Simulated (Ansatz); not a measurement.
# Molecular dynamics of Be

input.yaml

```yaml
accuracy: low
crystal:
  lattice:
    - [7.197627, 0.0, 0.0]
    - [-3.598814, 6.233328, 0.0]
    - [0.0, 0.0, 7.519121]
  atoms:
    - { symbol: Be, position: [-0.02674468, -0.08911298, 0.01215776] }
    - { symbol: Be, position: [0.14371708, 0.2129933, 0.23650472] }
    - { symbol: Be, position: [-0.01733363, -0.00441405, 0.47722379] }
    - { symbol: Be, position: [0.10071635, 0.19843437, 0.78382859] }
    - { symbol: Be, position: [-0.04501345, 0.26180677, 0.00827293] }
    - { symbol: Be, position: [0.13751039, 0.61852691, 0.23929818] }
    - { symbol: Be, position: [-0.00428754, 0.30251276, 0.54467961] }
    - { symbol: Be, position: [0.12985998, 0.54751318, 0.77780882] }
    - { symbol: Be, position: [0.04834789, 0.6765775, -0.02046991] }
    - { symbol: Be, position: [0.16978391, 0.91558824, 0.28324548] }
    - { symbol: Be, position: [-0.01771688, 0.62911843, 0.43292899] }
    - { symbol: Be, position: [0.06776823, 0.85080031, 0.74388845] }
    - { symbol: Be, position: [0.35738135, 0.0440724, -0.00599218] }
    - { symbol: Be, position: [0.420029, 0.22532352, 0.26383999] }
    - { symbol: Be, position: [0.26269167, 0.00229996, 0.51353255] }
    - { symbol: Be, position: [0.40056185, 0.24588667, 0.79463651] }
    - { symbol: Be, position: [0.438696, 0.43463228, 0.00467566] }
    - { symbol: Be, position: [0.43941078, 0.5579326, 0.23811719] }
    - { symbol: Be, position: [0.33253558, 0.35617902, 0.49305449] }
    - { symbol: Be, position: [0.39688158, 0.5645601, 0.75675204] }
    - { symbol: Be, position: [0.38961401, 0.67754562, 0.01924626] }
    - { symbol: Be, position: [0.45334024, 0.84681764, 0.21769553] }
    - { symbol: Be, position: [0.2946631, 0.63753126, 0.49931486] }
    - { symbol: Be, position: [0.44024535, 0.86526426, 0.72632883] }
    - { symbol: Be, position: [0.62157223, 0.01914308, -0.07161969] }
    - { symbol: Be, position: [0.75593957, 0.29124837, 0.24827494] }
    - { symbol: Be, position: [0.70550561, 0.07138629, 0.43813411] }
    - { symbol: Be, position: [0.78704459, 0.19402578, 0.70662842] }
    - { symbol: Be, position: [0.74292525, 0.37336916, -0.04203932] }
    - { symbol: Be, position: [0.81467153, 0.58184596, 0.19922156] }
    - { symbol: Be, position: [0.68634016, 0.38239602, 0.47517944] }
    - { symbol: Be, position: [0.84952206, 0.57802369, 0.675004] }
    - { symbol: Be, position: [0.70076555, 0.6880628, -0.026137] }
    - { symbol: Be, position: [0.84381423, 1.00207748, 0.18665096] }
    - { symbol: Be, position: [0.56006781, 0.60554921, 0.54573553] }
    - { symbol: Be, position: [0.7432261, 0.87034844, 0.65364975] }
basis:
  ecutwfc: 420.0
kpoints:
  mp_grid: { grid: [2, 2, 2] }
hamiltonian:
  xc: pbe
scf:
  occupations: { method: fermi_dirac, width: 0.36 }
  lower_state_search: "off"
md:
  timestep: 1.12
  n_steps: 69
  ensemble: nvt_langevin
  temperature: 3360.0
  initial_velocities: maxwell_boltzmann
  seed: 361831
  friction: 0.02
  temperature_schedule:
    - { n_steps: 52, end_temperature: 300.0 }
    - { n_steps: 17, end_temperature: 300.0 }
```

Launched with:

```bash
$ ansatz run input.yaml --threads 1 --pin off --max-ram 3072MiB --backend cpu --events-out ev --progress --plain --runs-dir out
```

It goes on from the last frame of an earlier run, with new velocities.

Output, in part (one step line in 3):

```
md step     0: t =     0.00 fs  T =  3266.7 K (target 3360.0 K)  F+E_penalty+E_count = -3321.79075262 eV  E_kin = 15.200976 eV  (6 SCF iters)
md step     3: t =     3.36 fs  T =  3237.1 K (target 3212.9 K)  F+E_penalty+E_count = -3321.79430120 eV  E_kin = 15.063288 eV  (6 SCF iters)
md step     6: t =     6.72 fs  T =  3422.5 K (target 3036.3 K)  F+E_penalty+E_count = -3322.61225653 eV  E_kin = 15.926181 eV  (5 SCF iters)
md step     9: t =    10.08 fs  T =  3563.7 K (target 2859.8 K)  F+E_penalty+E_count = -3322.98293734 eV  E_kin = 16.583058 eV  (5 SCF iters)
md step    12: t =    13.44 fs  T =  3235.6 K (target 2683.3 K)  F+E_penalty+E_count = -3322.60417267 eV  E_kin = 15.056489 eV  (5 SCF iters)
md step    15: t =    16.80 fs  T =  3301.9 K (target 2506.7 K)  F+E_penalty+E_count = -3322.27544238 eV  E_kin = 15.365139 eV  (5 SCF iters)
md step    18: t =    20.16 fs  T =  2966.0 K (target 2330.2 K)  F+E_penalty+E_count = -3321.90199216 eV  E_kin = 13.801965 eV  (5 SCF iters)
md step    21: t =    23.52 fs  T =  3188.3 K (target 2153.7 K)  F+E_penalty+E_count = -3321.65622058 eV  E_kin = 14.836370 eV  (5 SCF iters)
md step    24: t =    26.88 fs  T =  2943.1 K (target 1977.1 K)  F+E_penalty+E_count = -3320.98355186 eV  E_kin = 13.695440 eV  (5 SCF iters)
md step    27: t =    30.24 fs  T =  2712.4 K (target 1800.6 K)  F+E_penalty+E_count = -3320.28465244 eV  E_kin = 12.621976 eV  (5 SCF iters)
md step    30: t =    33.60 fs  T =  2676.7 K (target 1624.0 K)  F+E_penalty+E_count = -3320.70788843 eV  E_kin = 12.455686 eV  (6 SCF iters)
md step    33: t =    36.96 fs  T =  2814.1 K (target 1447.5 K)  F+E_penalty+E_count = -3321.62505449 eV  E_kin = 13.095067 eV  (5 SCF iters)
md step    36: t =    40.32 fs  T =  2695.9 K (target 1271.0 K)  F+E_penalty+E_count = -3322.62120907 eV  E_kin = 12.545165 eV  (5 SCF iters)
md step    39: t =    43.68 fs  T =  2621.3 K (target 1094.4 K)  F+E_penalty+E_count = -3323.16909198 eV  E_kin = 12.197749 eV  (5 SCF iters)
md step    42: t =    47.04 fs  T =  2403.2 K (target 917.9 K)  F+E_penalty+E_count = -3323.16425395 eV  E_kin = 11.183180 eV  (5 SCF iters)
md step    45: t =    50.40 fs  T =  2165.4 K (target 741.3 K)  F+E_penalty+E_count = -3322.87923116 eV  E_kin = 10.076238 eV  (5 SCF iters)
md step    48: t =    53.76 fs  T =  1941.3 K (target 564.8 K)  F+E_penalty+E_count = -3322.70833805 eV  E_kin = 9.033569 eV  (5 SCF iters)
md step    51: t =    57.12 fs  T =  1760.2 K (target 388.3 K)  F+E_penalty+E_count = -3322.98180537 eV  E_kin = 8.190886 eV  (5 SCF iters)
md step    54: t =    60.48 fs  T =  1715.4 K (target 300.0 K)  F+E_penalty+E_count = -3323.78302647 eV  E_kin = 7.982570 eV  (5 SCF iters)
md step    57: t =    63.84 fs  T =  1772.5 K (target 300.0 K)  F+E_penalty+E_count = -3324.84456742 eV  E_kin = 8.247873 eV  (5 SCF iters)
md step    60: t =    67.20 fs  T =  1664.4 K (target 300.0 K)  F+E_penalty+E_count = -3325.41736737 eV  E_kin = 7.744981 eV  (6 SCF iters)
md step    63: t =    70.56 fs  T =  1540.6 K (target 300.0 K)  F+E_penalty+E_count = -3325.53314114 eV  E_kin = 7.169023 eV  (5 SCF iters)
md step    66: t =    73.92 fs  T =  1360.8 K (target 300.0 K)  F+E_penalty+E_count = -3325.63226157 eV  E_kin = 6.332308 eV  (5 SCF iters)
md step    69: t =    77.28 fs  T =  1308.1 K (target 300.0 K)  F+E_penalty+E_count = -3325.88969662 eV  E_kin = 6.087178 eV  (6 SCF iters)
```

The run went to its last step. The schedule's set-point averaged 557 K over the second half and the system 1939 K, so it lags behind the ramp. A run of 0.077 ps of so small a system gives no equilibrium averages. Limits of this set-up: coarse k mesh, low accuracy level.

Mean squared displacements from the first frame to the last, about the centre of mass: Be 0.57 Å².

Last frame:

```xyz
36
Lattice="7.1976 0.0000 0.0000 -3.5988 6.2333 0.0000 0.0000 0.0000 7.5191" Properties=species:S:1:pos:R:3
Be -0.019 -0.145 0.209
Be 0.193 1.297 1.917
Be 0.590 0.049 3.672
Be 0.048 1.436 5.365
Be -0.589 2.209 0.094
Be -1.463 4.297 1.319
Be -1.237 1.539 3.659
Be -1.089 3.437 5.247
Be -2.363 4.532 -0.778
Be -1.601 6.216 2.225
Be -2.247 4.244 3.420
Be -2.351 6.626 6.049
Be 2.543 -0.173 -0.017
Be 2.114 2.094 2.170
Be 2.903 0.070 3.860
Be 3.385 1.063 5.519
Be 1.469 1.954 0.054
Be 0.474 3.208 1.358
Be 1.850 2.193 4.436
Be 1.992 3.852 5.567
Be -0.161 4.150 -0.381
Be 0.546 5.529 1.492
Be 0.612 3.977 3.771
Be -0.388 5.292 5.632
Be 4.917 0.453 -0.144
Be 5.048 1.766 1.580
Be 5.214 -0.252 4.355
Be 5.293 1.595 5.480
Be 4.132 2.511 -0.397
Be 3.880 3.918 1.550
Be 3.876 2.243 3.418
Be 3.885 3.176 5.318
Be 2.254 4.538 0.149
Be 2.637 5.829 2.033
Be 2.572 4.191 3.565
Be 3.388 5.435 5.644
```

Run time: 20 min on 1 thread of Arm Neoverse N1, with other jobs on the host, peak memory 0.79 GiB.
